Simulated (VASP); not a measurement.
# KBr (Fm-3m) in VASP: further runs, part 2 of 2

VASP 6.6.1.

## (3) Single point, PBE (Br replaced by Cl, lengths x 0.967, strained and moved within the space group)

Input file INCAR:

```
PREC = Accurate ; ENCUT = 520
EDIFF = 1E-6 ; ISMEAR = 0
SIGMA = 0.1 ; LREAL = F
LASPH = T ; NELM = 100
ALGO = Normal ; ISIF = 2
LWAVE = F ; LCHARG = T
GGA = PE ; LELF = T
LVHAR = T ; NBANDS = 15
```

Input file KPOINTS:

```
regular mesh
0
Gamma
  6 6 6
```

Input file POSCAR:

```
KCl
1.0
    0.0000000000      3.2834517411      3.2834517411
    3.2834517411      0.0000000000      3.2834517411
    3.2834517411      3.2834517411      0.0000000000
K Cl
1 1
Direct
    0.0000000000      0.0000000000      0.0000000000
    0.5000000000      0.5000000000      0.5000000000
```

Potentials or basis: VASP PAW PBE potentials, release 64 (K_sv, Cl).

Command:

```sh
cat potpaw_PBE.64/K_sv/POTCAR potpaw_PBE.64/Cl/POTCAR > POTCAR
mpirun -np 1 vasp_std > vasp.out
```

OUTCAR:

```text
PREC = Accurate
   ENCUT = 520
   EDIFF = 1E-6
   ISMEAR = 0
   LREAL = F
   LASPH = T
   NELM = 100
   ISIF = 2
   GGA = PE

 ion  position               nearest neighbor table
   1  0.000  0.000  0.000-
   2  0.500  0.500  0.500-

  LATTYP: Found a face centered cubic cell.
 ALAT       =     6.5669034822

  Lattice vectors:

 A1 = (   0.0000000000,   3.2834517411,   3.2834517411)
 A2 = (   3.2834517411,   0.0000000000,   3.2834517411)
 A3 = (   3.2834517411,   3.2834517411,   0.0000000000)

Analysis of symmetry for initial positions (statically):
=====================================================================
 Subroutine PRICEL returns:
 Original cell was already a primitive cell.

 Routine SETGRP: Setting up the symmetry group for a
 face centered cubic supercell.

 Subroutine GETGRP returns: Found 48 space group operations
 (whereof 48 operations were pure point group operations)
 out of a pool of 48 trial point group operations.

The static configuration has the point symmetry O_h .

Analysis of symmetry for dynamics (positions and initial velocities):
=====================================================================
 Subroutine PRICEL returns:
 Original cell was already a primitive cell.

 Routine SETGRP: Setting up the symmetry group for a
 face centered cubic supercell.

 Subroutine GETGRP returns: Found 48 space group operations
 (whereof 48 operations were pure point group operations)
 out of a pool of 48 trial point group operations.

The dynamic configuration has the point symmetry O_h .

 Subroutine INISYM returns: Found 48 space group operations
 (whereof 48 operations are pure point group operations),
 and found     1 'primitive' translations

----------------------------------------------------------------------------------------

                                     Primitive cell
[... 110 lines left out ...]
   IVDW    =     0    specifies the selected vdW correction
   LEPSILON=     F    determine dielectric tensor
   LRPA    =     F    only Hartree local field effects (RPA)
 non-spin polarized calculation
 Gauss-broadening in eV      SIGMA  =   0.10
  energy-cutoff  :      520.00
  volume of cell :       70.80
 maximum number of plane-waves:      1932
 NGX is ok and might be reduce to    36
   NGX = 17   NGY = 17   NGZ = 17

 number of electron      16.0000002 magnetization

 Free energy of the ion-electron system (eV)
  ---------------------------------------------------
  ext. energy  EPLUGINS =         0.00000000
  ---------------------------------------------------
  free energy    TOTEN  =        -6.79030054 eV

  energy without entropy =       -6.79030054  energy(sigma->0) =       -6.79030054

 E-fermi :  -1.8741     XC(G=0):  -7.0321

 val. band max:       -2.3012865389   @ k =   0.0000   0.0000   0.0000
 cond. band min:       2.4738086051   @ k =   0.0000   0.0000   0.0000
 fundamental gap:      4.7750951440
 Fermi energy:        -1.8741191310

 k-point     1 :       0.0000    0.0000    0.0000
  band No.  band energies     occupation
      1     -29.8311      2.00000
      2     -14.2916      2.00000
      3     -13.2885      2.00000
      4     -13.2885      2.00000
      5     -13.2885      2.00000
      6      -2.3013      2.00000
      7      -2.3013      2.00000
      8      -2.3013      2.00000
      9       2.4738      0.00000
     10       5.9760      0.00000
     11       5.9760      0.00000
     12       5.9760      0.00000
     13       6.7853      0.00000
     14       6.7853      0.00000
[... 257 lines left out ...]
      2     -14.2784      2.00000
      3     -13.3601      2.00000
      4     -13.3347      2.00000
      5     -13.2431      2.00000
      6      -2.7927      2.00000
      7      -2.6360      2.00000
      8      -2.6079      2.00000
      9       4.8875      0.00000
     10       6.1580      0.00000
     11       6.2185      0.00000
     12       7.3186      0.00000
     13       8.2107      0.00000
     14       8.8847      0.00000
     15       9.2792      0.00000

------------------------ aborting loop because EDIFF is reached ----------------------------------------

  FORCE on cell =-STRESS in cart. coord.  units (eV):
  Direction    XX          YY          ZZ          XY          YZ          ZX
  --------------------------------------------------------------------------------------
  -------------------------------------------------------------------------------------
  Total       -0.5012021     -0.5012021     -0.5012021      0.0000000     -0.0000000     -0.0000000
  in kB      -11.3423122    -11.3423122    -11.3423122      0.0000000     -0.0000000     -0.0000000
  external PRESSURE =     -11.3423122 kB  Pullay stress =       0.0000000 kB

 VOLUME and BASIS-vectors are now :
 -----------------------------------------------------------------------------
  energy-cutoff  :      520.00
  volume of cell :       70.80
      direct lattice vectors                 reciprocal lattice vectors
     0.000000000  3.283451741  3.283451741    -0.152278772  0.152278772  0.152278772
     3.283451741  0.000000000  3.283451741     0.152278772 -0.152278772  0.152278772
     3.283451741  3.283451741  0.000000000     0.152278772  0.152278772 -0.152278772

 POSITION                                       TOTAL-FORCE (eV/Angst)
 -----------------------------------------------------------------------------------
      0.00000      0.00000      0.00000        -0.000000     -0.000000     -0.000000
      3.28345      3.28345      3.28345         0.000000      0.000000      0.000000
 -----------------------------------------------------------------------------------
    total drift:                                0.000000      0.000000      0.000000

  FREE ENERGIE OF THE ION-ELECTRON SYSTEM (eV)
  ---------------------------------------------------
  free  energy   TOTEN  =        -6.7903005367 eV

  energy  without entropy=       -6.7903005367  energy(sigma->0) =       -6.79030054
```

OSZICAR:

```text
N       E                     dE             d eps       ncg     rms          rms(c)
DAV:   1     0.103167990442E+03    0.10317E+03   -0.69615E+03   480   0.944E+02
DAV:   2    -0.112618228766E+00   -0.10328E+03   -0.94347E+02   655   0.232E+02
DAV:   3    -0.687879431289E+01   -0.67662E+01   -0.67259E+01   628   0.532E+01
DAV:   4    -0.712301138943E+01   -0.24422E+00   -0.24417E+00   777   0.921E+00
DAV:   5    -0.712537960557E+01   -0.23682E-02   -0.23682E-02   649   0.956E-01    0.290E+00
DAV:   6    -0.679525315456E+01    0.33013E+00   -0.47035E-01   606   0.325E+00    0.232E+00
DAV:   7    -0.677522003572E+01    0.20033E-01   -0.10747E-01   641   0.177E+00    0.139E+00
DAV:   8    -0.678858785693E+01   -0.13368E-01   -0.20393E-02   626   0.990E-01    0.180E-01
DAV:   9    -0.678964111347E+01   -0.10533E-02   -0.13059E-03   606   0.232E-01    0.106E-01
DAV:  10    -0.679029153298E+01   -0.65042E-03   -0.67808E-04   536   0.166E-01    0.216E-02
DAV:  11    -0.679029736416E+01   -0.58312E-05   -0.34334E-05   687   0.317E-02    0.140E-02
DAV:  12    -0.679029995848E+01   -0.25943E-05   -0.54860E-06   564   0.135E-02    0.226E-03
DAV:  13    -0.679030053668E+01   -0.57820E-06   -0.84535E-07   528   0.594E-03
   1 F= -.67903005E+01 E0= -.67903005E+01  d E =-.968007E-11
```

It took 17 s on 1 thread of Intel Xeon Platinum 8488C (Sapphire Rapids), shared host; peak memory 0.2 GiB.

What came out:

* Free energy: -6.7903 eV
* Pressure: -1.1 GPa
* Band gap on the k mesh: 4.78 eV, direct
